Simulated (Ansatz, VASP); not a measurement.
BN in VASP and in Ansatz

```
B N
1.0
     2.48894    0.00000    0.00000
    -1.24447    2.15549    0.00000
     0.00000    0.00000    6.49538
B N
2 2
Cartesian
  0.0000 1.4370 1.6238
  1.2445 0.7185 4.8715
  0.0000 1.4370 4.8715
  1.2445 0.7185 1.6238
```

Alike in both runs: task relaxation of cell and atoms; functional LDA; k mesh 12 × 12 × 4; no spin polarisation.

|  | VASP | Ansatz |
| --- | --- | --- |
| version | VASP 6.6.1 | Ansatz 0.2.0 |
| potentials or method | VASP PAW LDA potentials, release 64 (B, N) | scalar-relativistic, plane waves, PAW |
| plane-wave cutoff (eV) | 600 | 420 |
| occupations | gaussian, width 0.01 eV | fixed |
| valence electrons in the cell | 16 | 16 |

|  | VASP | Ansatz | Ansatz less VASP |
| --- | --- | --- | --- |
| gap on the k mesh at the Fermi level, each at its own relaxed structure (eV) | 4.03 | 4.07 | +0.041 |
| relaxed volume (Å³/atom) | 8.64 | 8.70 | +0.068 |
| relaxed cell length with the largest relative difference (Å) | 6.433 | 6.490 | +0.0569 |

A k mesh can miss the band edges. Zero-point motion and thermal expansion aren't in these numbers. LDA usually gives volumes a few per cent too small.
